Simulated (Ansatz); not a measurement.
Calculated with Ansatz (gas phase, PBE0-D4/def2-TZVP geometries, no zero-point term in ΔE). CBS: MP2 limit from def2 TZ/QZ plus the TZ coupled-cluster correction, frozen cores. This one scheme is used for every species. DFT in def2-TZVPP. Each species was taken in one conformer, which may not be the lowest.

`CCC(=O)CC` + `OBO` → `CCOBO` + `CCC=O`  (substitution at a C–C bond)

`CCC(=O)CC`:

Cartesian coordinates in Å:
```
C -0.956 0.402 2.335
C 0.067 0.614 1.239
C -0.227 -0.162 -0.025
O -1.201 -0.866 -0.129
C 0.770 -0.005 -1.151
C 0.416 -0.796 -2.392
H -1.951 0.700 2.003
H -1.013 -0.650 2.617
H -0.699 0.984 3.223
H 0.143 1.673 0.965
H 1.074 0.336 1.573
H 1.755 -0.293 -0.762
H 0.856 1.066 -1.370
H 0.349 -1.862 -2.169
H 1.168 -0.652 -3.170
H -0.553 -0.489 -2.787
```

`OBO`:

Z-matrix (Å, degrees):
```
B
O 1 1.353
O 1 1.364 2 119.3
H 1 1.198 2 118.4 3 180.0
H 2 0.963 1 112.3 3 0.0
H 3 0.958 1 113.2 2 180.0
```

`CCOBO`:

```xyz
12

C    -1.023   -0.981    0.992
C     0.283   -0.828    0.250
O     0.601    0.543    0.077
B     0.588    1.128   -1.145
O     0.878    2.448   -1.260
H    -1.236   -2.038    1.170
H    -0.980   -0.471    1.956
H    -1.848   -0.556    0.416
H     0.236   -1.325   -0.725
H     1.101   -1.282    0.817
H     0.328    0.511   -2.140
H     1.072    2.851   -0.408
```

`CCC=O`:

Cartesian coordinates in Å:
```
C 1.088 -0.327 -0.234
C -0.230 -0.221 0.525
C -1.205 0.668 -0.186
O -1.768 1.607 0.304
H 1.757 -1.040 0.250
H 0.928 -0.665 -1.261
H 1.597 0.639 -0.274
H -0.091 0.152 1.541
H -0.693 -1.214 0.589
H -1.383 0.400 -1.253
```

```csv
level,ΔE (kJ/mol)
PBE0-D4,76.3
B2PLYP,69.2
CCSD/def2-TZVPP,72.9
HF/CBS(def2),61.8
```

Problem. What does CCSD(T)/CBS give? (An estimate is asked.)

Solution. Computed: +76.4 kJ/mol. The listed levels differ from it by -0.1, -7.2, -3.5, -14.6 kJ/mol.

Largest T1 diagnostic among the species: 0.013.

From PBE to PBE0 (25 % exact exchange), in def2-TZVPP and without D4, ΔE moves by +3.9 kJ/mol. In def2-TZVPP, CCSD(T) changes the Hartree–Fock value by +11.7 kJ/mol (the triples alone add +1.2 kJ/mol) and MP2 by +17.6 kJ/mol.

CCSD(T)/CBS has its own doubt, a few kJ/mol and more with outer-core shells, so smaller differences from it don't rank the levels.
